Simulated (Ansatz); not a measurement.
# ZrH2 (Fm-3m) in Ansatz: band structure with PBEsol

Aim: the band structure of ZrH2 with PBEsol.

Everything below comes from runs of Ansatz 0.2.0. Logs are shortened: lines on timing, memory, paths and dates and some standing lists are left out, and cuts for length are marked.

### Step 1. The structure

The structure is cubic, space group Fm-3m (No. 225). Conventional cell: a = 4.818 Å, b = 4.818 Å, c = 4.818 Å, α = 90.00°, β = 90.00°, γ = 90.00°. Zr (site symmetry m-3m) has 8 H at 2.09 Å as nearest neighbours. Around H (site symmetry -43m) lie 4 Zr at 2.09 Å.

The cell is a database's computed one.

### Step 2. Band structure, PBEsol

Input file input.yaml:

```yaml
crystal:
  lattice:
    - [0.0, 2.409225, 2.409225]
    - [2.409225, 0.0, 2.409225]
    - [2.409225, 2.409225, 0.0]
  atoms:
    - { symbol: Zr, position: [0.0, 0.0, 0.0] }
    - { symbol: H, position: [0.25, 0.25, 0.25] }
    - { symbol: H, position: [0.75, 0.75, 0.75] }
hamiltonian:
  xc: pbesol
  pseudopotentials: { kind: paw }
kpoints:
  mp_grid: { grid: [10, 10, 10] }
  band_path:
    path:
      - [[0.0, 0.0, 0.0], [0.5, 0.0, 0.5], [0.5, 0.25, 0.75], [0.375, 0.375, 0.75], [0.0, 0.0, 0.0], [0.5, 0.5, 0.5], [0.625, 0.25, 0.625], [0.5, 0.25, 0.75], [0.5, 0.5, 0.5], [0.375, 0.375, 0.75]]
      - [[0.625, 0.25, 0.625], [0.5, 0.0, 0.5]]
    npoints: 14
scf:
  occupations: { method: fermi_dirac, width: 0.05 }
  n_extra_bands: 7
output:
  forces: true
  stress: true
  eigenvalues: true
  fatbands: true
```

Potentials or basis: Ansatz PAW.

On the command line:

```console
$ ansatz run input.yaml --threads 2 --pin off --max-ram 5632MiB --backend cpu --events-out ev --progress --plain --runs-dir out
```

Standard output:

```text
Warning: RAYON_NUM_THREADS=2 ignored (pool sized by the plan → 2); use --threads N
scf.n_extra_bands = 7 over 7 filled bands (N_el = 14.0): the run solves 14 bands
Engine: ansatz 0.2.0, aarch64-unknown-linux-gnu
Pseudopotentials: kind: paw
Pseudopotential: Zr, paw, valence charge 12, recommended cutoff 420 eV (normal), Zr.paw.azcp
Pseudopotential: H, paw, valence charge 1, recommended cutoff 420 eV (normal), H.paw.azcp
Functional definition: PBEsol
  exchange = pbesol_x
  correlation = pbesol_c
Crystal: 3 atoms, lattice volume = 27.968 Å³
Basis set: ecut = 420 eV, 537 PW (Γ), exchange–correlation on 48×48×48 points (8 copies of the dense FFT grid, shifted against one another)
Bands: 14, of which v1, the nominal top of the filled ones, is band 7 counted from 1 (6 counted from 0)
Symmetry: 48 space group operations
Space group: Fm-3m (ITA 225), of the structure as read, at distance tolerance 3.0e-5 Å
k-points: 47 of 1000
Non-local potential: Zr, projectors of the file, l = 0: 3, l = 1: 2, l = 2: 2, l = 3: 2
Non-local potential: H, projectors of the file, l = 0: 2, l = 1: 1
PAW form: soft (Blöchl's): semilocal exchange-correlation on the pseudo side does not see the compensation charge
PAW frozen core: Zr, regenerated for the run's functional, and the local potential with it (the file was generated under x = pbe(κ = 0.804, μ = 0.2195149727645171), c = pbe(β = 0.06672455060314922))
PAW one-centre angular grid: Zr, 590 points (default); XC on 64 Gauss nodes
PAW one-centre angular grid: H, 110 points (default); XC on 64 Gauss nodes
Initial density: superposition of atomic densities (neutral atoms: chi_scale 0, normalization atom), corrected by the library's trained network
Initial wavefunctions: pseudopotential atomic-orbital guess
Functional: x = pbesol(κ = 0.804, μ = 0.12345679012345678), c = pbesol(β = 0.046)
SCF iter   1: F=—  HF=-4161.841164 eV  |F-HF|=—  |Δ(HF+E_count)|=         —  Δρ=7.90e-3  dr2=1.36e-2  ethr=1.77e-3  ⟨swp⟩=5.1  Hψ=3235  notcnv=0  defer=1
preconditioner: auto → none  [metal: Δε(μ)=0.049 eV  Ē_g=10.320 eV  σ=0.050 eV  W_gap=0.23  n_scr=8 (ndim 8)  ℏωp=17.2 eV  f_vac=0.000  D(μ)=1.76/eV (n_scr^D=14)  sad-step TF]
SCF iter   2: F=—  HF=-4161.837796 eV  |F-HF|=—  |Δ(HF+E_count)|=   3.37e-3  Δρ=4.08e-3  dr2=4.05e-3  ethr=9.73e-5  ⟨swp⟩=1.0  Hψ=1034  notcnv=0  defer=49
SCF iter   3: F=—  HF=-4161.836420 eV  |F-HF|=—  |Δ(HF+E_count)|=   1.38e-3  Δρ=4.28e-4  dr2=6.17e-5  ethr=2.89e-5  ⟨swp⟩=2.0  Hψ=663  notcnv=0  defer=49
SCF iter   4: F=—  HF=-4161.836402 eV  |F-HF|=—  |Δ(HF+E_count)|=   1.80e-5  Δρ=1.59e-4  dr2=4.86e-6  ethr=4.41e-7  ⟨swp⟩=2.9  Hψ=914  notcnv=0  defer=49
SCF iter   5: F=—  HF=-4161.836401 eV  |F-HF|=—  |Δ(HF+E_count)|=   9.84e-7  Δρ=3.35e-5  dr2=1.69e-7  ethr=3.47e-8  ⟨swp⟩=2.9  Hψ=904  notcnv=0  defer=49
SCF iter   6: F=-4161.836401 eV  HF=-4161.836401 eV  |F-HF|=5.98e-10  |Δ(HF+E_count)|=   5.00e-8  Δρ=2.54e-6  dr2=1.18e-9  ethr=7.14e-10  ⟨swp⟩=7.6  Hψ=2399  notcnv=0
SCF 1 converged in 6 iterations: F = -4161.836401 eV  dr2 = 1.18e-9
NSCF: frozen V_eff on 142 k-points
SCF converged after 6 iterations
Free energy (F): -4161.836401 eV
Harris-Foulkes:  -4161.836401 eV  (|F-HF|=5.98e-10)
Internal energy: -4161.822563 eV  (E = F + TS)
E sigma→0 (E₀):  -4161.829482 eV
Entropy (-TS):   -0.013838 eV (-4.613 meV/atom)
Fermi energy:    12.575771 eV
--- Per-component energies (eV) ---
  E_band       = -111.838094
  E_kinetic    = 361.652156
  E_local      = -672.281682  (includes V_loc(G=0)·N_el)
  E_nonlocal   = 83.456376
  E_hartree    = 206.510752
  E_xc         = -179.487488
  E_vxc        = -215.207871  (∫ρ·V_xc dr)
  E_paw        = -2900.846806  (= ΣΔE_a)
  E_vpaw       = -82.475952  (= ΣTr[D̂ρ^β])
  E_aug_tail   = -0.002605  (compensation charges beyond the density's cutoff)
  E_ewald      = -1060.988984
  E_core_change = 0.165720  (= ΣΔE_core)
  E_smearing   = -0.013838  (= −TS)
  E_closure    = 0.000000  (closes the sum)
  Σ components = -4161.836401   (vs F -4161.836401, Δ=0.00e0)
--- Forces (eV/Å), atoms counted from 1 ---
  atom   1  Zr    -0.00000000     0.00000000     0.00000000
  atom   2  H      0.00000000    -0.00000000    -0.00000000
  atom   3  H      0.00000000     0.00000000     0.00000000
  max |Σ_I F_I| component: 1.59e-18 eV/Å
--- Stress (GPa, compression-positive) ---
       -4.623137       0.000000       0.000000
        0.000000      -4.623137       0.000000
       -0.000000       0.000000      -4.623137
  P = ⅓ Tr σ = -4.6231 GPa (-46.231 kbar)
--- Band table (eV; the first three rows and the last of 47) ---
  k-point 0: bands = ["-36.5894", "-14.3721", "-14.3721", "-14.3721", "2.9855", "11.3245", "12.2450", "12.2450", "12.2450", "14.8231", "14.8231", "23.4544", "24.7666", "24.7666"]
  k-point 1: bands = ["-36.5822", "-14.4383", "-14.3800", "-14.3800", "3.2311", "9.9990", "12.3709", "12.3709", "13.8709", "14.7064", "14.7064", "22.0094", "25.2851", "25.2851"]
  k-point 2: bands = ["-36.5633", "-14.6075", "-14.4004", "-14.4004", "3.8832", "8.7242", "12.6058", "12.6058", "14.6067", "14.6067", "15.9100", "20.6631", "25.5157", "26.6699"]
  k-point 46: bands = ["-36.4884", "-14.8698", "-14.7385", "-14.5941", "6.6926", "7.2913", "10.1783", "13.8960", "16.4167", "17.3753", "18.2158", "18.9454", "22.1245", "24.0630"]
```

Run time: 1.4 s. Hardware: 2 threads of Arm Neoverse V2, shared host; peak memory 0.28 GiB.

What came out:

```yaml
Free_energy: -4161.8364 eV
Pressure: -4.6 GPa
Band_gap_on_the_k_mesh: none (metal or under the smearing width)
```

Levels at the corners of the path, in eV from the Fermi level:
| point | band 4 | band 5 | band 6 | band 7 | band 8 | band 9 | band 10 | band 11 |
| --- | --- | --- | --- | --- | --- | --- | --- | --- |
| Γ | -26.95 | -9.59 | -1.25 | -0.33 | -0.33 | -0.33 | 2.25 | 2.25 |
| X | -27.16 | -6.49 | -4.53 | -3.35 | 3.78 | 3.83 | 3.83 | 6.62 |
| W | -27.17 | -5.59 | -5.59 | -2.24 | 1.05 | 3.84 | 5.22 | 5.22 |
| K | -27.12 | -6.17 | -5.05 | -2.49 | 2.09 | 3.12 | 4.35 | 5.27 |
| Γ | -26.95 | -9.59 | -1.25 | -0.33 | -0.33 | -0.33 | 2.25 | 2.25 |
| L | -27.03 | -7.38 | -4.43 | -0.21 | -0.21 | 3.60 | 3.60 | 4.65 |
| U | -27.12 | -6.17 | -5.05 | -2.49 | 2.09 | 3.12 | 4.35 | 5.27 |
| W | -27.17 | -5.59 | -5.59 | -2.24 | 1.05 | 3.84 | 5.22 | 5.22 |
| L | -27.03 | -7.38 | -4.43 | -0.21 | -0.21 | 3.60 | 3.60 | 4.65 |
| K | -27.12 | -6.17 | -5.05 | -2.49 | 2.09 | 3.12 | 4.35 | 5.27 |
| U | -27.12 | -6.17 | -5.05 | -2.49 | 2.09 | 3.12 | 4.35 | 5.27 |
| X | -27.16 | -6.49 | -4.53 | -3.35 | 3.78 | 3.83 | 3.83 | 6.62 |

Caveat: the PAW data sets come from PBE, with cores solved anew for the run's functional, which leaves a small shift of forces and pressure.

### Step 3. For comparison

An earlier run on the cell as given: functional PBEsol; potentials or basis Ansatz PAW; cutoff 420 eV (not typed: the program's choice for these potentials); k mesh 10 × 10 × 10; occupations fermi-dirac, width 0.05 eV; no spin polarisation.

- Pressure: -4.6 GPa
- Band gap on the k mesh: none (metal or under the smearing width)
